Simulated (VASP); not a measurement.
# Ge: relaxed cell and band gap, by functional

Ge, Fd-3m (no. 227), 2 atoms in the cell.

| Functional | Volume (Å³/atom) | Change from the starting volume (fraction) | Gap, path and mesh (eV) | Time (s) |
|---|---|---|---|---|
| revPBE | 24.40 | 0.078 | 0.00 | 150 |
| AM05 | 22.92 | 0.012 | 0.00 | 162 |
| PW91 | 23.92 | 0.056 | 0.00 | 158 |
| BLYP | 25.56 | 0.129 | 0.00 | 252 |
| optPBE exchange with PBE correlation | 23.57 | 0.041 | 0.00 | 122 |
| optB88 exchange with PBE correlation | 23.22 | 0.026 | 0.00 | 121 |
| optB86b exchange with PBE correlation | 22.69 | 0.002 | 0.09 | 120 |
| PW86R exchange with PBE correlation | 25.30 | 0.118 | 0.00 | 184 |
| CX exchange with PBE correlation | 22.39 | -0.011 | 0.19 | 115 |

Limits: rows 1, 2, 3, 4, 5, 6, 8: A zero gap at this level doesn't show that the crystal is a metal.

## Input of the first row

INCAR.step1:
```
  ALGO = Normal
  EDIFF = 1E-7
  EDIFFG = -0.005
  ENCUT = 600
  GGA = RE
  GGA_COMPAT = F
  IBRION = 2
  ISIF = 3
  ISMEAR = 0
  LASPH = T
  LCHARG = F
  LREAL = F
  LWAVE = F
  NELM = 150
  NSW = 60
  PREC = Accurate
  SIGMA = 0.02
```

INCAR.step2, as INCAR.step1 but for:
```
- NSW = 60
+ NSW = 40
```

INCAR.step3, as INCAR.step2 but for:
```
- EDIFFG = -0.005
- IBRION = 2
- ISIF = 3
- NSW = 40
+ ISIF = 2
+ NBANDS = 21
```

KPOINTS:
```
k-points
0
Gamma
  6 6 6
```

KPOINTS_OPT:
```
path GXWKGLUWLK,UX
8
line-mode
reciprocal
 0.0000000000  0.0000000000  0.0000000000  G
 0.5000000000  0.0000000000  0.5000000000  X

 0.5000000000  0.0000000000  0.5000000000  X
 0.5000000000  0.2500000000  0.7500000000  W

 0.5000000000  0.2500000000  0.7500000000  W
 0.3750000000  0.3750000000  0.7500000000  K

 0.3750000000  0.3750000000  0.7500000000  K
 0.0000000000  0.0000000000  0.0000000000  G

 0.0000000000  0.0000000000  0.0000000000  G
 0.5000000000  0.5000000000  0.5000000000  L

 0.5000000000  0.5000000000  0.5000000000  L
 0.6250000000  0.2500000000  0.6250000000  U

 0.6250000000  0.2500000000  0.6250000000  U
 0.5000000000  0.2500000000  0.7500000000  W

 0.5000000000  0.2500000000  0.7500000000  W
 0.5000000000  0.5000000000  0.5000000000  L

 0.5000000000  0.5000000000  0.5000000000  L
 0.3750000000  0.3750000000  0.7500000000  K

 0.6250000000  0.2500000000  0.6250000000  U
 0.5000000000  0.0000000000  0.5000000000  X
```

POSCAR.step1:
```
Ge
1.0
    0.0000000000      2.8289100000      2.8289100000
    2.8289100000      0.0000000000      2.8289100000
    2.8289100000      2.8289100000      0.0000000000
Ge
2
Direct
    0.7500000000      0.7500000000      0.7500000000
    0.5000000000      0.5000000000      0.5000000000
```

Commands (each step's output is kept before the next begins):
```
cat potpaw_PBE.64/Ge_d/POTCAR > POTCAR
cp INCAR.step1 INCAR
cp POSCAR.step1 POSCAR
mpirun -np 1 vasp_std > vasp.out
cp CONTCAR POSCAR
rm WAVECAR CHG
cp INCAR.step2 INCAR
mpirun -np 1 vasp_std > vasp.out
cp CONTCAR POSCAR
rm WAVECAR CHG
cp INCAR.step3 INCAR
mpirun -np 1 vasp_std > vasp.out
```

Changes of the last row against the first:
```
(all steps)
- GGA = RE
+ GGA = CX
```

VASP 6.6.1 took 150 s on 1 core (Intel Xeon Platinum 8259CL @ 2.50GHz (Skylake/Cascade Lake)), a shared host.
